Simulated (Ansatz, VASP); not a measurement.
# Ga2O3 in two plane-wave programs, part 2 of 2

Wanted: the spread between two codes on one cell, functional and k mesh. The cell is taken from a series of runs on this material, whose earlier steps may have relaxed, scaled, displaced or heated it; both programs get it as it stands.

VASP 6.6.1 and Ansatz 0.2.0.

So far. Step 2 (VASP: single point, PBEsol, pair 1): The run ends at a pressure of 3.03 GPa, with forces up to 0.17 eV/Å.

## (3) Ansatz: single point, PBEsol, pair 1

Level of this step: Ansatz beside VASP: Kohn-Sham DFT, plane waves, PBEsol (Ansatz).

Ansatz runs on its default PAW (the set named soft_2) files.

The same cell, functional, mesh and smearing now go to Ansatz, which takes its cutoff from its data sets.

Input file input.yaml:

```yaml
crystal:
  lattice:
    - [6.107, -1.51855, 0.0]
    - [6.107, 1.51855, 0.0]
    - [-1.385989, 0.0, 5.630009]
  atoms:
    - { symbol: Ga, position: [0.0904646247, 0.0904646247, 0.7949554215] }
    - { symbol: Ga, position: [0.9095353753, 0.9095353753, 0.2050445785] }
    - { symbol: Ga, position: [0.6584130687, 0.6584130687, 0.3147554359] }
    - { symbol: Ga, position: [0.3415869313, 0.3415869313, 0.6852445641] }
    - { symbol: O, position: [0.1632964215, 0.1632964215, 0.1099554204] }
    - { symbol: O, position: [0.8367035785, 0.8367035785, 0.8900445796] }
    - { symbol: O, position: [0.1736399171, 0.1736399171, 0.5638390681] }
    - { symbol: O, position: [0.8263600829, 0.8263600829, 0.4361609319] }
    - { symbol: O, position: [0.4959127562, 0.4959127562, 0.2569531169] }
    - { symbol: O, position: [0.5040872438, 0.5040872438, 0.7430468831] }
kpoints:
  mp_grid: { grid: [10, 10, 6] }
hamiltonian:
  xc: pbesol
scf:
  occupations: { method: gaussian, width: 0.01 }
  n_extra_bands: 16
output:
  eigenvalues: true
  eigenstates:
    kpoints:
      - [0.0, 0.0, 0.0]
      - [0.007775674, 0.007775674, -0.001764696]
      - [-0.001933478, 0.001933478, 0.0]
      - [0.0, 0.0, 0.00716835]
      - [0.004131056, 0.006865407, -0.001247829]
      - [0.006865407, 0.004131056, -0.001247829]
      - [0.005498232, 0.005498232, 0.00382096]
      - [0.005498232, 0.005498232, -0.006316617]
      - [-0.001367175, 0.001367175, 0.005068789]
      - [-0.001367175, 0.001367175, -0.005068789]
      - [0.003372993, 0.005605581, 0.003119801]
      - [0.003372993, 0.005605581, -0.005157497]
      - [0.005605581, 0.003372993, 0.003119801]
      - [-0.005605581, -0.003372993, 0.005157497]
      - [-0.007775674, -0.007775674, 0.001764696]
      - [0.001933478, -0.001933478, 0.0]
      - [0.0, 0.0, -0.00716835]
      - [-0.004131056, -0.006865407, 0.001247829]
      - [-0.006865407, -0.004131056, 0.001247829]
      - [-0.005498232, -0.005498232, -0.00382096]
      - [-0.005498232, -0.005498232, 0.006316617]
      - [0.001367175, -0.001367175, -0.005068789]
      - [0.001367175, -0.001367175, 0.005068789]
      - [-0.003372993, -0.005605581, -0.003119801]
      - [-0.003372993, -0.005605581, 0.005157497]
      - [-0.005605581, -0.003372993, -0.003119801]
      - [0.005605581, 0.003372993, -0.005157497]
      - [0.029158777, 0.029158777, -0.00661761]
      - [-0.007250542, 0.007250542, 0.0]
      - [0.0, 0.0, 0.026881313]
      - [0.015491462, 0.025745277, -0.004679357]
      - [0.025745277, 0.015491462, -0.004679357]
      - [0.020618369, 0.020618369, 0.014328602]
      - [0.020618369, 0.020618369, -0.023687316]
      - [-0.005126908, 0.005126908, 0.019007959]
      - [-0.005126908, 0.005126908, -0.019007959]
      - [0.012648725, 0.02102093, 0.011699254]
      - [0.012648725, 0.02102093, -0.019340612]
      - [0.02102093, 0.012648725, 0.011699254]
      - [-0.02102093, -0.012648725, 0.019340612]
      - [-0.029158777, -0.029158777, 0.00661761]
      - [0.007250542, -0.007250542, 0.0]
      - [0.0, 0.0, -0.026881313]
      - [-0.015491462, -0.025745277, 0.004679357]
      - [-0.025745277, -0.015491462, 0.004679357]
      - [-0.020618369, -0.020618369, -0.014328602]
      - [-0.020618369, -0.020618369, 0.023687316]
      - [0.005126908, -0.005126908, -0.019007959]
      - [0.005126908, -0.005126908, 0.019007959]
      - [-0.012648725, -0.02102093, -0.011699254]
      - [-0.012648725, -0.02102093, 0.019340612]
      - [-0.02102093, -0.012648725, -0.011699254]
      - [0.02102093, 0.012648725, -0.019340612]
      - [0.452760797, -0.451875132, -0.499825522]
      - [0.460536471, -0.444099458, -0.501590218]
      - [0.450827319, -0.449941654, -0.499825522]
      - [0.452760797, -0.451875132, -0.492657172]
      - [0.456891853, -0.445009725, -0.50107335]
      - [0.459626204, -0.447744076, -0.50107335]
      - [0.458259028, -0.4463769, -0.496004561]
      - [0.458259028, -0.4463769, -0.506142139]
      - [0.451393621, -0.450507957, -0.494756733]
      - [0.451393621, -0.450507957, -0.504894311]
      - [0.45613379, -0.446269551, -0.496705721]
      - [0.45613379, -0.446269551, -0.504983018]
      - [0.458366378, -0.448502139, -0.496705721]
      - [0.447155215, -0.455248125, -0.494668025]
      - [0.444985123, -0.459650806, -0.498060826]
      - [0.454694275, -0.45380861, -0.499825522]
      - [0.452760797, -0.451875132, -0.506993872]
      - [0.44862974, -0.458740539, -0.498577693]
      - [0.44589539, -0.456006188, -0.498577693]
      - [0.447262565, -0.457373364, -0.503646482]
      - [0.447262565, -0.457373364, -0.493508904]
      - [0.454127972, -0.453242307, -0.504894311]
      - [0.454127972, -0.453242307, -0.494756733]
      - [0.449387803, -0.457480713, -0.502945323]
      - [0.449387803, -0.457480713, -0.494668025]
      - [0.447155215, -0.455248125, -0.502945323]
      - [0.458366378, -0.448502139, -0.504983018]
      - [0.481919574, -0.422716355, -0.506443132]
      - [0.445510254, -0.44462459, -0.499825522]
      - [0.452760797, -0.451875132, -0.472944209]
      - [0.468252258, -0.426129855, -0.504504879]
      - [0.478506073, -0.43638367, -0.504504879]
      - [0.473379166, -0.431256763, -0.48549692]
      - [0.473379166, -0.431256763, -0.523512837]
      - [0.447633889, -0.446748224, -0.480817563]
      - [0.447633889, -0.446748224, -0.518833481]
      - [0.465409522, -0.430854202, -0.488126268]
      - [0.465409522, -0.430854202, -0.519166134]
      - [0.473781727, -0.439226407, -0.488126268]
      - [0.431739866, -0.464523857, -0.48048491]
      - [0.42360202, -0.481033909, -0.493207912]
      - [0.460011339, -0.459125674, -0.499825522]
      - [0.452760797, -0.451875132, -0.526706835]
      - [0.437269335, -0.477620409, -0.495146165]
      - [0.42701552, -0.467366593, -0.495146165]
      - [0.432142428, -0.472493501, -0.514154124]
      - [0.432142428, -0.472493501, -0.476138206]
      - [0.457887704, -0.457002039, -0.518833481]
      - [0.457887704, -0.457002039, -0.480817563]
      - [0.440112071, -0.472896062, -0.511524776]
      - [0.440112071, -0.472896062, -0.48048491]
      - [0.431739866, -0.464523857, -0.511524776]
      - [0.473781727, -0.439226407, -0.519166134]
      - [0.0, 0.0, 0.0]
      - [0.007775674, 0.007775674, -0.001764696]
      - [-0.001933478, 0.001933478, 0.0]
      - [0.0, 0.0, 0.00716835]
      - [0.004131056, 0.006865407, -0.001247829]
      - [0.006865407, 0.004131056, -0.001247829]
      - [0.005498232, 0.005498232, 0.00382096]
      - [0.005498232, 0.005498232, -0.006316617]
      - [-0.001367175, 0.001367175, 0.005068789]
      - [-0.001367175, 0.001367175, -0.005068789]
      - [0.003372993, 0.005605581, 0.003119801]
      - [0.003372993, 0.005605581, -0.005157497]
      - [0.005605581, 0.003372993, 0.003119801]
      - [-0.005605581, -0.003372993, 0.005157497]
      - [-0.007775674, -0.007775674, 0.001764696]
      - [0.001933478, -0.001933478, 0.0]
      - [0.0, 0.0, -0.00716835]
      - [-0.004131056, -0.006865407, 0.001247829]
      - [-0.006865407, -0.004131056, 0.001247829]
      - [-0.005498232, -0.005498232, -0.00382096]
      - [-0.005498232, -0.005498232, 0.006316617]
      - [0.001367175, -0.001367175, -0.005068789]
      - [0.001367175, -0.001367175, 0.005068789]
      - [-0.003372993, -0.005605581, -0.003119801]
      - [-0.003372993, -0.005605581, 0.005157497]
      - [-0.005605581, -0.003372993, -0.003119801]
      - [0.005605581, 0.003372993, -0.005157497]
      - [0.029158777, 0.029158777, -0.00661761]
      - [-0.007250542, 0.007250542, 0.0]
      - [0.0, 0.0, 0.026881313]
      - [0.015491462, 0.025745277, -0.004679357]
      - [0.025745277, 0.015491462, -0.004679357]
      - [0.020618369, 0.020618369, 0.014328602]
      - [0.020618369, 0.020618369, -0.023687316]
      - [-0.005126908, 0.005126908, 0.019007959]
      - [-0.005126908, 0.005126908, -0.019007959]
      - [0.012648725, 0.02102093, 0.011699254]
      - [0.012648725, 0.02102093, -0.019340612]
      - [0.02102093, 0.012648725, 0.011699254]
      - [-0.02102093, -0.012648725, 0.019340612]
      - [-0.029158777, -0.029158777, 0.00661761]
      - [0.007250542, -0.007250542, 0.0]
      - [0.0, 0.0, -0.026881313]
      - [-0.015491462, -0.025745277, 0.004679357]
      - [-0.025745277, -0.015491462, 0.004679357]
      - [-0.020618369, -0.020618369, -0.014328602]
      - [-0.020618369, -0.020618369, 0.023687316]
      - [0.005126908, -0.005126908, -0.019007959]
      - [0.005126908, -0.005126908, 0.019007959]
      - [-0.012648725, -0.02102093, -0.011699254]
      - [-0.012648725, -0.02102093, 0.019340612]
      - [-0.02102093, -0.012648725, -0.011699254]
      - [0.02102093, 0.012648725, -0.019340612]
checkpoint:
  read: start.run
  write: ck
  compress: false
  write_wavefunctions: false
  write_every: 100000
```

Started as:

```console
$ ansatz run input.yaml --threads 4 --pin off --max-ram 16384MiB --backend cpu --events-out ev --progress --plain --runs-dir out
```

Numbers of over 12 decimals in the logs are rounded to 6 here.

What it wrote:

```text
Warning: checkpoint.read: basis.xc_grid differs: saved 2, current 1 (points along each axis for each point of the dense box; where the key is left out runs that use forces, runs that use the stress, dielectric runs by a finite field, finite-displacement phonons, runs of phonons.displacement_patterns under a GGA or a meta-GGA, phonons by method: dfpt, dielectric runs by the response, runs on support functions, runs on [...]
basis.fft_grid_basis auto: the FFT boxes are laid along the combinations [[1, -1, 0], [0, 1, 0], [0, 0, 1]] of the cell's own vectors, 3.037, 6.293 and 5.798 Å long. The dense box has 24×45×40 points. Along the cell's own vectors, as sized, it would have 45×45×40, 1.88 times as many. Of the 4 symmetry operations that the crystal satisfies within crystal.symmetry.tolerance (time reversal apart; of a slab, those that k [...]
scf.n_extra_bands = 16 over 44 filled bands (N_el = 88.0): the run solves 60 bands
Engine: ansatz 0.2.0, aarch64-unknown-linux-gnu
Pseudopotentials: kind: paw
Pseudopotential: Ga, paw, valence charge 13, recommended cutoff 420 eV (normal), Ga.paw.azcp
Pseudopotential: O, paw, valence charge 6, recommended cutoff 420 eV (normal), O.paw.azcp
Functional definition: PBEsol
  exchange = pbesol_x
  correlation = pbesol_c
Crystal: 10 atoms, lattice volume = 104.423 Å³
Basis set: ecut = 420 eV, 2037 PW (Γ), FFT grids on a1−a2, a2, a3
Bands: 60, of which v1, the nominal top of the filled ones, is band 44 counted from 1 (43 counted from 0)
Symmetry: 4 space group operations
Space group: C2/m (ITA 12), of the structure as read, at distance tolerance 4.7e-5 Å
k-points: 172 of 600
Non-local potential: Ga, projectors of the file, l = 0: 2, l = 1: 2, l = 2: 3, l = 3: 1
Non-local potential: O, projectors of the file, l = 0: 2, l = 1: 2, l = 2: 1
PAW form: soft (Blöchl's): semilocal exchange-correlation on the pseudo side does not see the compensation charge
PAW frozen core: Ga, regenerated for the run's functional, and the local potential with it (the file was generated under x = pbe(κ = 0.804, μ = 0.219515), c = pbe(β = 0.066725))
PAW frozen core: O, regenerated for the run's functional, and the local potential with it (the file was generated under x = pbe(κ = 0.804, μ = 0.219515), c = pbe(β = 0.066725))
PAW one-centre angular grid: Ga, 590 points (default); XC on 64 Gauss nodes
PAW one-centre angular grid: O, 110 points (default); XC on 64 Gauss nodes
Initial density: read from a saved state, or passed on in memory by an earlier SCF of this step, an earlier step, the calling program or the single point that the run made first
Initial wavefunctions: pseudopotential atomic-orbital guess
Functional: x = pbesol(κ = 0.804, μ = 0.123457), c = pbesol(β = 0.046)
iter 1 solved again at ethr=3.33e-8 eV; its pass at ethr=3.10e-3 eV (dr2=2.93e-5 eV) is discarded
SCF iter   1: F=—  HF=-18341.812789 eV  |F-HF|=—  |Δ(HF+E_count)|=         —  Δρ=5.76e-6  dr2=2.76e-8  ethr=3.33e-8  ⟨swp⟩=3.1  Hψ=67602  notcnv=0
preconditioner: auto → Resta (q_TF=auto, 2.652 Å⁻¹)  ε∞=4.1  [insulator: Δε(μ)=2.339 eV  Ē_g=19.359 eV  σ=0.010 eV  W_gap=1.00  n_scr=34 (ndim 8)  ℏωp=34.1 eV  f_vac=0.011  D(μ)=0.00/eV (n_scr^D=0)  ε∞_Penn≈4.1]
SCF iter   2: F=-18341.812789 eV  HF=-18341.812789 eV  |F-HF|=2.82e-9  |Δ(HF+E_count)|=   3.06e-8  Δρ=2.57e-6  dr2=5.88e-9  ethr=3.14e-11  ⟨swp⟩=4.5  Hψ=29532  notcnv=0
SCF 1 converged in 2 iterations: F = -18341.812789 eV  dr2 = 5.88e-9
  greatest PAW one-centre occupation: 0.998 electrons in one spin orbital (limit 2), on the Ga atom at site 3 (counted from 0), in its partial waves of l = 2
NSCF: frozen V_eff on 159 k-points
SCF converged after 2 iterations
Free energy (F): -18341.812789 eV
Harris-Foulkes:  -18341.812789 eV  (|F-HF|=2.82e-9)
Internal energy: -18341.812789 eV  (E = F + TS)
E sigma→0 (E₀):  -18341.812789 eV
Fermi energy:    9.258831 eV
--- Per-component energies (eV) ---
  E_band       = -101.549333
  E_kinetic    = 1517.930253
  E_local      = -9093.517779  (includes V_loc(G=0)·N_el)
  E_nonlocal   = 2027.045718
  E_hartree    = 4077.728944
  E_xc         = -705.363471
  E_vxc        = -787.456434  (∫ρ·V_xc dr)
  E_paw        = -8749.199769  (= ΣΔE_a)
  E_vpaw       = -1921.024857  (= ΣTr[D̂ρ^β])
  E_aug_tail   = 0.014263  (compensation charges beyond the density's cutoff)
  E_ewald      = -7420.114587
  E_core_change = 3.663639  (= ΣΔE_core)
  E_smearing   = -0.000000  (= −TS)
  E_closure    = -0.000000  (closes the sum)
  Σ components = -18341.812789   (vs F -18341.812789, Δ=0.00e0)
--- Band table (eV; the first three rows and the last of 172) ---
  k-point 0: bands = [... 40 lower, 7.4158, 7.6082, 7.7939, 8.0702, 10.4283, 13.7360, 14.7316, 14.8125, ... 12 higher]
  k-point 1: bands = [... 40 lower, 7.4356, 7.4679, 7.7424, 7.8460, 10.9149, 13.8669, 14.6485, 14.8829, ... 12 higher]
  k-point 2: bands = [... 40 lower, 7.4416, 7.5218, 7.5504, 7.7988, 11.8717, 13.7168, 14.6083, 15.0565, ... 12 higher]
  k-point 171: bands = [... 40 lower, 7.4556, 7.4646, 7.4786, 8.0788, 13.2393, 13.3534, 14.2694, 14.6107, ... 12 higher]
```

## (4) Differences

Known differences besides the potentials themselves: the cutoff is 420 eV in Ansatz and 520 eV in VASP; Ansatz makes its cores anew for this functional, VASP keeps those of its PBE data sets. Total energies have different zeros and are not compared.

Compared:

| quantity | Ansatz | VASP | difference |
| --- | --- | --- | --- |
| gap on the k mesh (eV) | 2.339 | 2.341 | -0.002 |

A gap on the mesh is an upper bound, since the band edges may lie between its points.

## (5) VASP: single point, PBEsol, pair 2

A single point gives forces, pressure and levels at one fixed geometry, so differences don't come from the geometry; what else differs is listed under the comparison.

Input file INCAR:

```
SYSTEM = Ga2O3
PREC = Accurate
ENCUT = 520
EDIFF = 1E-06
NELM = 120
ISMEAR = 0
SIGMA = 0.01
LREAL = .FALSE.
ALGO = Normal
GGA = PS
NBANDS = 54
LORBIT = 11
LWAVE = .FALSE.
LCHARG = .FALSE.
ISIF = 2
LASPH = .TRUE.
GGA_COMPAT = .FALSE.
EFERMI = MIDGAP
KPAR = 2
```

Input file POSCAR:

```
Ga2O3
1.0
    6.1070000000     -1.5185500000      0.0000000000
    6.1070000000      1.5185500000      0.0000000000
   -1.3859890000      0.0000000000      5.6300090000
Ga O
4 6
Direct
    0.0904646247      0.0904646247      0.7949554215
    0.9095353753      0.9095353753      0.2050445785
    0.6584130687      0.6584130687      0.3147554359
    0.3415869313      0.3415869313      0.6852445641
    0.1632964215      0.1632964215      0.1099554204
    0.8367035785      0.8367035785      0.8900445796
    0.1736399171      0.1736399171      0.5638390681
    0.8263600829      0.8263600829      0.4361609319
    0.4959127562      0.4959127562      0.2569531169
    0.5040872438      0.5040872438      0.7430468831
```

Input file KPOINTS:

```
Automatic mesh
0
Gamma
10 10 6
0 0 0
```

Potentials, in the order of the species: Ga_d and O (PBE family, release 64).

Started as:

```console
$ mpirun -np 2 vasp_std
```

What it wrote:

```text
[banner, memory and clock lines left out]
running    2 mpi-ranks, on    1 nodes
[...]
[... a notice as in an earlier step ...]

 LDA part: xc-table for (Slater+PW92), standard interpolation
 POSCAR, INCAR and KPOINTS ok, starting setup
[...]
entering main loop
       N       E                     dE             d eps       ncg     rms          rms(c)
[... 15 cycles as in an earlier step ...]
   1 F= -.63876580E+02 E0= -.63876580E+02  d E =0.000000E+00
```

From OUTCAR (step 5):

```text
[... 6 parts as in an earlier step ...]

[... 1 further part left out ...]
[key lines of the parts left out:]
E-fermi :   4.9425
```

The run ends at a pressure of 3.03 GPa, with forces up to 0.17 eV/Å.

## (6) Ansatz: single point, PBEsol, pair 2

The same cell, functional, mesh and smearing now go to Ansatz, which takes its cutoff from its data sets.

The cell is taken from a series of runs on this material, whose earlier steps may have relaxed, scaled, displaced or heated it; both programs get it as it stands.

input.yaml, the sections that differ from step 3:

```yaml
kpoints:
  mp_grid: { grid: [10, 10, 6] }
  band_path:
    path:
      - [[0.0, 0.0, 0.0], [-0.2663944, 0.2663944, 0.0]]
      - [[-0.7336056, -0.2663944, 0.0], [-0.5, -0.5, 0.0], [0.0, 0.0, 0.0], [-0.5, -0.5, 0.5], [-0.74186107, -0.25813893, 0.5]]
      - [[-0.25813893, 0.25813893, 0.5], [0.0, 0.0, 0.5], [0.0, 0.0, 0.0]]
      - [[-0.5, 0.0, 0.5], [0.0, 0.0, 0.0], [-0.5, 0.0, 0.0]]
    npoints: 8
output:
  eigenvalues: true
  boltztrap: { nscf_kmesh: [10, 10, 6] }
# crystal, hamiltonian, scf, checkpoint: as in step 3
```

Started as:

```console
$ ansatz run input.yaml --threads 4 --pin off --max-ram 16384MiB --backend cpu --events-out ev --progress --plain --runs-dir out
```

What it wrote:

```text
[...]
Crystal: 10 atoms, lattice volume = 104.423 Å³
Basis set: ecut = 420 eV, 2037 PW (Γ), FFT grids on a1−a2, a2, a3
Bands: 60, of which v1, the nominal top of the filled ones, is band 44 counted from 1 (43 counted from 0)
Symmetry: 4 space group operations
[...]
k-points: 172 of 600
[...]
--- Band table (eV; the first three rows and the last of 172) ---
  k-point 0: bands = [... 40 lower, 7.4158, 7.6082, 7.7939, 8.0702, 10.4283, 13.7360, 14.7316, 14.8125, ... 12 higher]
  k-point 1: bands = [... 40 lower, 7.4356, 7.4679, 7.7424, 7.8460, 10.9149, 13.8669, 14.6485, 14.8829, ... 12 higher]
  k-point 2: bands = [... 40 lower, 7.4416, 7.5218, 7.5504, 7.7988, 11.8717, 13.7168, 14.6083, 15.0565, ... 12 higher]
  k-point 171: bands = [... 40 lower, 7.4556, 7.4646, 7.4786, 8.0788, 13.2393, 13.3534, 14.2694, 14.6107, ... 12 higher]
[key lines of the parts left out:]
SCF converged after 2 iterations
Free energy (F): -18341.812789 eV
Fermi energy:    9.258831 eV
```

## (7) Comparison

Compared:

| quantity | Ansatz | VASP | difference |
| --- | --- | --- | --- |
| gap on the k mesh (eV) | 2.339 | 2.341 | -0.002 |

A gap on the mesh is an upper bound, since the band edges may lie between its points.

## (8) Outcome

```
difference in gap on the k mesh (single point, PBEsol, pair 1) : -0.0017 eV
difference in gap on the k mesh (single point, PBEsol, pair 2) : -0.0017 eV
```

What this shows: The difference in gap on the k mesh is -0.0017 eV (single point, PBEsol, pair 1), within the 0.08 eV picked in this series as the mark of a large difference. How closely two codes agree says nothing of how well the functional describes the real material.

[Lines on the potential files, build, host, timing and source positions are cut from VASP's logs without a mark.]

[Logs are printed without paths, hosts, clocks, repeated set-up lines and the standing remarks that a program may print on its own settings, such as how far it seeks lower states.]

[Hosts, paths, dates, database ids (printed as entryN), source tags and the programs' standing remarks are cut or masked in the printed files.]
